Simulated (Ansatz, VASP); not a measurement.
# Nb (Nb(100)) in two plane-wave programs

One calculation is typed for both programs; each brings its own data sets and cutoff. How far apart do they land?

Method: plane waves, with VASP 6.6.1 beside it; single point at PBE, in Ansatz 0.2.0.

## Step 1: The starting structure

The cell holds 9 atoms: 9 Nb. Its edges and angles: a = 3.321 Å, b = 3.321 Å, c = 28.283 Å, α = 90.0°, β = 90.0°, γ = 90.0°. It derives from Nb. As first built, before any earlier steps moved the atoms: 9 layers of bcc Nb, cut at this functional's lattice. Vacuum lies along c.

## Step 2: Ansatz: single point, PBE

Ansatz runs on its default PAW (the set named soft_2) files.

A single point gives forces, pressure and levels at one fixed geometry, so differences don't come from the geometry; what else differs is listed under the comparison.

Contents of input.yaml:

```yaml
crystal:
  lattice:
    - [3.3208006326, 0.0, 0.0]
    - [0.0, 3.3208006326, 0.0]
    - [0.0, 0.0, 28.2832025304]
  atoms:
    - { symbol: Nb, position: [0.0, 0.0, 0.2706799104] }
    - { symbol: Nb, position: [0.5, 0.5, 0.3225530497] }
    - { symbol: Nb, position: [0.0, 0.0, 0.3807647505] }
    - { symbol: Nb, position: [0.5, 0.5, 0.4421708885] }
    - { symbol: Nb, position: [0.0, 0.0, 0.5] }
    - { symbol: Nb, position: [0.5, 0.5, 0.5578291115] }
    - { symbol: Nb, position: [0.0, 0.0, 0.6192352495] }
    - { symbol: Nb, position: [0.5, 0.5, 0.6774469503] }
    - { symbol: Nb, position: [0.0, 0.0, 0.7293200896] }
hamiltonian:
  xc: pbe
  pseudopotentials: { kind: paw }
kpoints:
  mp_grid: { grid: [9, 9, 1] }
scf:
  occupations: { method: methfessel_paxton, width: 0.15 }
  n_extra_bands: 6
efield:
  axis: 3
  dipole_correction: true
  ramp_width: 0.04
output:
  forces: true
  eigenvalues: true
```

On the command line:

```sh
$ ansatz run input.yaml --threads 4 --pin off --max-ram 9216MiB --backend cpu --events-out ev --progress --plain --runs-dir out
```

Numbers of over 12 decimals in the logs are rounded to 6 here.

The program printed:

```text
scf.n_extra_bands = 6 over 59 filled bands (N_el = 117.0): the run solves 65 bands
Engine: ansatz 0.2.0, x86_64-unknown-linux-gnu
Pseudopotentials: kind: paw
Pseudopotential: Nb, paw, valence charge 13, recommended cutoff 420 eV (normal), Nb.paw.azcp
Functional definition: PBE
  parameter kappa = 0.804
  parameter beta = 0.066725
  exchange = pbe_x(kappa = kappa, mu = beta*pi^2/3)
  correlation = pbe_c(beta = beta)
Crystal: 9 atoms, lattice volume = 311.899 Å³
Basis set: ecut = 420 eV, 6127 PW (Γ), exchange–correlation on 48×48×384 points (8 copies of the dense FFT grid, shifted against one another)
Bands: 65, of which v1, the nominal top of the filled ones, is band 59 counted from 1 (58 counted from 0)
Symmetry: 8 space group operations
k-points: 15 of 81
Non-local potential: Nb, projectors of the file, l = 0: 3, l = 1: 2, l = 2: 2, l = 3: 1
PAW form: soft (Blöchl's): semilocal exchange-correlation on the pseudo side does not see the compensation charge
PAW one-centre angular grid: Nb, 590 points (default); XC on 64 Gauss nodes
Initial density: superposition of atomic densities (neutral atoms: chi_scale 0, normalization atom), corrected by the library's trained network
Initial wavefunctions: pseudopotential atomic-orbital guess
Functional: x = pbe(κ = 0.804, μ = 0.219515), c = pbe(β = 0.066725)
SCF iter   1: F=—  HF=-40967.854803 eV  |F-HF|=—  |Δ(HF+E_count)|=         —  Δρ=1.63e-2  dr2=3.00e1  ethr=1.77e-3  p=0.000 e·Å  D=3.44e-13 V/Å  ΔV_dip=-0.00 eV  dr2_dipole=6.98e-7  V_vac-E_F(+/−)=4.42/4.41 eV  ⟨swp⟩=8.5  Hψ=4539  notcnv=0
efield: sawtooth ramp at fractional position 0.9800 (placed from the atoms, in the widest stretch of the axis that holds none; the zero of the levels goes with the place), width 0.0400; the density the first Hamiltonian is built on has a dipole p = 0.000 e·Å; the dipole correction subtracts the counter field D = 3.44e-13 V/Å, which shifts the + side's vacuum level by -0.00 eV against the − side's; the planar-averaged density in the ramp window peaks in size at 5.1e-5 e/Å³
preconditioner: auto → LDOS  [metal: Δε(μ)=0.024 eV  Ē_g=2.640 eV  σ=0.150 eV  W_gap=0.13  n_scr=72 (ndim 8)  ℏωp=14.1 eV  f_vac=0.416  D(μ)=8.08/eV (n_scr^D=54)  β→1.0]
SCF iter   2: F=—  HF=-40967.799951 eV  |F-HF|=—  |Δ(HF+E_count)|=   5.49e-2  S|Δr|=    0.00e0  Δρ=2.29e-2  dr2=2.55e1  ethr=1.77e-3  p=0.000 e·Å  D=4.75e-5 V/Å  ΔV_dip=-0.00 eV  dr2_dipole=1.19e-4  V_vac-E_F(+/−)=3.25/3.25 eV  ⟨swp⟩=3.1  Hψ=1640  notcnv=0  defer=1
SCF iter   3: F=—  HF=-40967.399990 eV  |F-HF|=—  |Δ(HF+E_count)|=   4.00e-1  S|Δr|=    0.00e0  Δρ=6.39e-3  dr2=1.18e0  ethr=1.77e-3  p=0.000 e·Å  D=2.25e-5 V/Å  ΔV_dip=-0.00 eV  dr2_dipole=3.49e-6  V_vac-E_F(+/−)=3.54/3.54 eV  ⟨swp⟩=2.0  Hψ=1285  notcnv=0  defer=2
SCF iter   4: F=—  HF=-40967.373659 eV  |F-HF|=—  |Δ(HF+E_count)|=   2.63e-2  S|Δr|=    0.00e0  Δρ=2.72e-3  dr2=3.46e-1  ethr=1.01e-3  p=0.000 e·Å  D=1.26e-5 V/Å  ΔV_dip=-0.00 eV  dr2_dipole=1.56e-5  V_vac-E_F(+/−)=3.55/3.55 eV  ⟨swp⟩=1.1  Hψ=1045  notcnv=0  defer=2
SCF iter   5: F=—  HF=-40967.370960 eV  |F-HF|=—  |Δ(HF+E_count)|=   2.70e-3  S|Δr|=    0.00e0  Δρ=1.06e-3  dr2=6.01e-2  ethr=2.95e-4  p=0.000 e·Å  D=1.51e-6 V/Å  ΔV_dip=-0.00 eV  dr2_dipole=2.39e-6  V_vac-E_F(+/−)=3.57/3.57 eV  ⟨swp⟩=1.0  Hψ=1001  notcnv=0  defer=2
SCF iter   6: F=—  HF=-40967.370810 eV  |F-HF|=—  |Δ(HF+E_count)|=   1.50e-4  S|Δr|=    0.00e0  Δρ=3.69e-4  dr2=9.30e-3  ethr=5.14e-5  p=-0.000 e·Å  D=-1.31e-6 V/Å  ΔV_dip=0.00 eV  dr2_dipole=4.00e-9  V_vac-E_F(+/−)=3.58/3.58 eV  ⟨swp⟩=1.9  Hψ=1047  notcnv=0  defer=2
SCF iter   7: F=—  HF=-40967.370704 eV  |F-HF|=—  |Δ(HF+E_count)|=   1.05e-4  S|Δr|=    0.00e0  Δρ=1.54e-4  dr2=1.04e-3  ethr=7.95e-6  p=-0.000 e·Å  D=-3.02e-6 V/Å  ΔV_dip=0.00 eV  dr2_dipole=9.35e-8  V_vac-E_F(+/−)=3.57/3.57 eV  ⟨swp⟩=1.8  Hψ=1155  notcnv=0  defer=2
SCF iter   8: F=—  HF=-40967.370679 eV  |F-HF|=—  |Δ(HF+E_count)|=   2.50e-5  S|Δr|=    0.00e0  Δρ=5.68e-5  dr2=1.08e-4  ethr=8.87e-7  p=-0.000 e·Å  D=-1.38e-7 V/Å  ΔV_dip=0.00 eV  dr2_dipole=5.80e-9  V_vac-E_F(+/−)=3.57/3.57 eV  ⟨swp⟩=1.9  Hψ=1129  notcnv=0  defer=2
SCF iter   9: F=—  HF=-40967.370682 eV  |F-HF|=—  |Δ(HF+E_count)|=   2.79e-6  S|Δr|=    0.00e0  Δρ=1.25e-5  dr2=3.58e-6  ethr=9.24e-8  p=-0.000 e·Å  D=-8.87e-7 V/Å  ΔV_dip=0.00 eV  dr2_dipole=6.96e-9  V_vac-E_F(+/−)=3.57/3.57 eV  ⟨swp⟩=1.9  Hψ=1095  notcnv=0  defer=2
SCF iter  10: F=—  HF=-40967.371170 eV  |F-HF|=—  |Δ(HF+E_count)|=   4.88e-4  S|Δr|=    0.00e0  Δρ=9.38e-6  dr2=1.59e-6  ethr=3.06e-9  p=0.000 e·Å  D=3.84e-7 V/Å  ΔV_dip=-0.00 eV  dr2_dipole=4.37e-9  V_vac-E_F(+/−)=3.57/3.57 eV  ⟨swp⟩=2.5  Hψ=1431  notcnv=0  defer=2
SCF iter  11: F=-40967.371170 eV  HF=-40967.371170 eV  |F-HF|=2.72e-8  |Δ(HF+E_count)|=   1.20e-7  S|Δr|=    0.00e0  Δρ=1.48e-6  dr2=3.09e-8  ethr=8.55e-11  p=-0.000 e·Å  D=-2.62e-7 V/Å  ΔV_dip=0.00 eV  dr2_dipole=1.67e-9  V_vac-E_F(+/−)=3.57/3.57 eV  ⟨swp⟩=8.3  Hψ=4730  notcnv=0
SCF 1 converged in 11 iterations: F = -40967.371170 eV  dr2 = 3.09e-8
  greatest PAW one-centre occupation: 0.998 electrons in one spin orbital (limit 2), on the Nb atom at site 7 (counted from 0), in its partial waves of l = 0
SCF converged after 11 iterations
Stability not checked: this state was not tested for a lower state beside it, because cold or Methfessel-Paxton smearing, or corrected tetrahedra, fill the levels in a way that the test cannot read (fill_not_monotonic; see scf.lower_state_search)
Free energy (F): -40967.371170 eV
Harris-Foulkes:  -40967.371170 eV  (|F-HF|=2.72e-8)
Internal energy: -40967.381679 eV  (E = F + TS)
E sigma→0 (E₀):  -40967.373797 eV
Entropy (-TS):   0.010510 eV (1.168 meV/atom)
Fermi energy:    7.717505 eV
Dipole field:    D = 0.000044 V/Å  (p = 0.000076 e·Å, saw-weighted, corrected)
Work function:   Φ+ = 3.5701 eV   Φ− = 3.5714 eV
Levels:          The Fermi level and band energies are counted from a zero that moves with the ramp; work functions are not
--- Per-component energies (eV) ---
  E_band       = -1806.091751
  E_kinetic    = 3545.484133
  E_local      = -126921.244805  (includes V_loc(G=0)·N_el)
  E_nonlocal   = 1081.461079
  E_hartree    = 61684.096009
  E_xc         = -1575.537659
  E_vxc        = -1910.648469  (∫ρ·V_xc dr)
  E_paw        = -27661.035502  (= ΣΔE_a)
  E_vpaw       = -969.383943  (= ΣTr[D̂ρ^β])
  E_aug_tail   = 0.000060  (compensation charges beyond the density's cutoff)
  E_efield     = 0.000000  (sawtooth field / dipole correction)
  E_vefield    = 0.000000  (∫n·V_field dr)
  E_ewald      = 48879.395006
  E_smearing   = 0.010510  (= −TS)
  E_closure    = 0.000000  (closes the sum)
  Σ components = -40967.371170   (vs F -40967.371170, Δ=0.00e0)
--- Forces (eV/Å), atoms counted from 1 ---
  atom   1  Nb    -0.00000000     0.00000000     0.17303246
  atom   2  Nb     0.00000000     0.00000000     0.00185075
  atom   3  Nb    -0.00000000     0.00000000    -0.04761102
  atom   4  Nb     0.00000000     0.00000000     0.03636290
  atom   5  Nb     0.00000000     0.00000000    -0.00001015
  atom   6  Nb     0.00000000     0.00000000    -0.03633572
  atom   7  Nb    -0.00000000     0.00000000     0.04763110
  atom   8  Nb     0.00000000     0.00000000    -0.00192672
  atom   9  Nb    -0.00000000     0.00000000    -0.17305228
  max |Σ_I F_I| component: 5.87e-5 eV/Å
--- Band table (eV; the first three rows and the last of 15) ---
  k-point 0: bands = [... 55 lower, 7.9279, 7.9358, 7.9719, 7.9719, 8.0575, 8.0575, 8.1557, 8.1557, ... 2 higher]
  k-point 1: bands = [... 55 lower, 7.6614, 7.7279, 7.8731, 7.9353, 7.9764, 8.1292, 8.4025, 8.4249, ... 2 higher]
  k-point 2: bands = [... 55 lower, 7.2855, 7.5119, 7.5579, 7.6748, 7.8391, 8.0235, 8.3815, 8.5972, ... 2 higher]
  k-point 14: bands = [... 55 lower, 7.0304, 7.0984, 7.7232, 7.8364, 8.6984, 8.7136, 9.6343, 9.6518, ... 2 higher]
```

Elapsed: 3.9 s, on 4 threads of Intel Xeon 6975P-C (Granite Rapids), shared host; peak memory 0.85 GiB; 14 s of CPU time.

In the SCF lines HF is the Harris–Foulkes energy and dr2 the Hartree energy of the density residual, in eV; the loop may stop once dr2 is under the threshold and the program's other checks hold. Hψ counts applications of the Hamiltonian.

## Step 3: VASP: single point, PBE

The same cell, functional, mesh and smearing now go to VASP, with its own data sets and cutoff.

Lines of VASP's logs that name or quote its potential files are left out, and so is its time.

Contents of INCAR:

```
SYSTEM = Nb
PREC = Normal
ENCUT = 320
EDIFF = 1E-06
NELM = 120
ISMEAR = 1
SIGMA = 0.15
LREAL = .FALSE.
ALGO = Fast
GGA = PE
NBANDS = 61
LASPH = .TRUE.
LORBIT = 11
LWAVE = .FALSE.
LCHARG = .TRUE.
KPAR = 4
IDIPOL = 3
LDIPOL = .TRUE.
DIPOL = 0.5 0.5 0.5
LVHAR = .TRUE.
LVACPOTAV = .TRUE.
NEDOS = 1500
```

Contents of POSCAR:

```
Nb
1.0
    3.3208006326      0.0000000000      0.0000000000
    0.0000000000      3.3208006326      0.0000000000
    0.0000000000      0.0000000000     28.2832025304
Nb
9
Direct
    0.0000000000      0.0000000000      0.2706799104
    0.5000000000      0.5000000000      0.3225530497
    0.0000000000      0.0000000000      0.3807647505
    0.5000000000      0.5000000000      0.4421708885
    0.0000000000      0.0000000000      0.5000000000
    0.5000000000      0.5000000000      0.5578291115
    0.0000000000      0.0000000000      0.6192352495
    0.5000000000      0.5000000000      0.6774469503
    0.0000000000      0.0000000000      0.7293200896
```

Contents of KPOINTS:

```
Automatic mesh
0
Gamma
9 9 1
0 0 0
```

Potentials, in the order of the species: Nb_pv (PBE family, release 64).

On the command line:

```sh
$ mpirun -np 4 vasp_std
```

The program printed:

```text
[banner, memory and clock lines left out]
running    4 mpi-ranks, on    1 nodes
 distrk:  each k-point on    1 cores,    4 groups
 distr:  one band on    1 cores,    1 groups

 POSCAR found type information on POSCAR Nb
 POSCAR found :  1 types and       9 ions
 LDA part: xc-table for (Slater+PW92), standard interpolation
 POSCAR, INCAR and KPOINTS ok, starting setup
 FFT: planning ... GRIDC
 FFT: planning ... GRID_SOFT
 FFT: planning ... GRID
 WAVECAR not read
 entering main loop
       N       E                     dE             d eps       ncg     rms          rms(c)
DAV:   1     0.100729165739E+04    0.10073E+04   -0.41997E+04  2310   0.113E+03
DAV:   2    -0.148146669043E+02   -0.10221E+04   -0.99658E+03  1925   0.642E+02
DAV:   3    -0.905956940013E+02   -0.75781E+02   -0.70980E+02  2956   0.139E+02
DAV:   4    -0.964608389765E+02   -0.58651E+01   -0.55951E+01  2764   0.389E+01
DAV:   5    -0.968121211468E+02   -0.35128E+00   -0.34144E+00  3124   0.811E+00    0.511E+01
RMM:   6    -0.126918705591E+03   -0.30107E+02   -0.13725E+02  2748   0.405E+01    0.301E+01
RMM:   7    -0.156081187305E+03   -0.29162E+02   -0.14282E+02  2738   0.586E+01    0.280E+01
RMM:   8    -0.936748760124E+02    0.62406E+02   -0.12231E+01  2155   0.300E+01    0.131E+01
RMM:   9    -0.884814215044E+02    0.51935E+01   -0.87523E+00  2430   0.152E+01    0.103E+01
RMM:  10    -0.881772458704E+02    0.30418E+00   -0.22635E+00  2587   0.738E+00    0.621E+00
RMM:  11    -0.880690741965E+02    0.10817E+00   -0.96186E-01  2931   0.289E+00    0.574E+00
RMM:  12    -0.880254542401E+02    0.43620E-01   -0.29333E-01  2954   0.186E+00    0.528E+00
RMM:  13    -0.877437775392E+02    0.28168E+00   -0.70377E-01  2785   0.266E+00    0.262E+00
RMM:  14    -0.876120594474E+02    0.13172E+00   -0.54977E-01  2803   0.217E+00    0.906E-01
[...]
RMM:  33    -0.876535583423E+02   -0.15738E-04   -0.11180E-04  1705   0.991E-03    0.299E-03
RMM:  34    -0.876535673473E+02   -0.90050E-05   -0.68218E-05  1665   0.839E-03    0.440E-03
RMM:  35    -0.876535730226E+02   -0.56752E-05   -0.53389E-05  1624   0.668E-03    0.241E-03
RMM:  36    -0.876535763580E+02   -0.33354E-05   -0.32371E-05  1472   0.568E-03    0.329E-03
RMM:  37    -0.876535789032E+02   -0.25452E-05   -0.25435E-05  1283   0.443E-03    0.246E-03
RMM:  38    -0.876535803222E+02   -0.14190E-05   -0.15464E-05  1266   0.436E-03    0.250E-03
RMM:  39    -0.876535815104E+02   -0.11882E-05   -0.12142E-05  1168   0.350E-03    0.210E-03
RMM:  40    -0.876535822504E+02   -0.73999E-06   -0.73912E-06  1131   0.327E-03
|                                                                             |
|           W    W    AA    RRRRR   N    N  II  N    N   GGGG   !!!           |
|           W    W   A  A   R    R  NN   N  II  NN   N  G    G  !!!           |
|           W    W  A    A  R    R  N N  N  II  N N  N  G       !!!           |
|           W WW W  AAAAAA  RRRRR   N  N N  II  N  N N  G  GGG   !            |
|           WW  WW  A    A  R   R   N   NN  II  N   NN  G    G                |
|           W    W  A    A  R    R  N    N  II  N    N   GGGG   !!!           |
|                                                                             |
|     Did not find any points to average over, which means that no vacuum     |
|     field-free region was found. Please increase the size of  your cell     |
|     in the dimension of the dipole correction to obtain accurate            |
|     workfunction values.                                                    |
|                                                                             |

   1 F= -.87653582E+02 E0= -.87657086E+02  d E =0.105110E-01
```

[end of part 1 of 2]

[Lines on the potential files, build, host, timing and source positions are cut from VASP's logs without a mark.]

[Logs are printed without paths, hosts, clocks, repeated set-up lines and the standing remarks that a program may print on its own settings, such as how far it seeks lower states.]

[Hosts, paths, dates, database ids (printed as entryN), source tags and the programs' standing remarks are cut or masked in the printed files.]
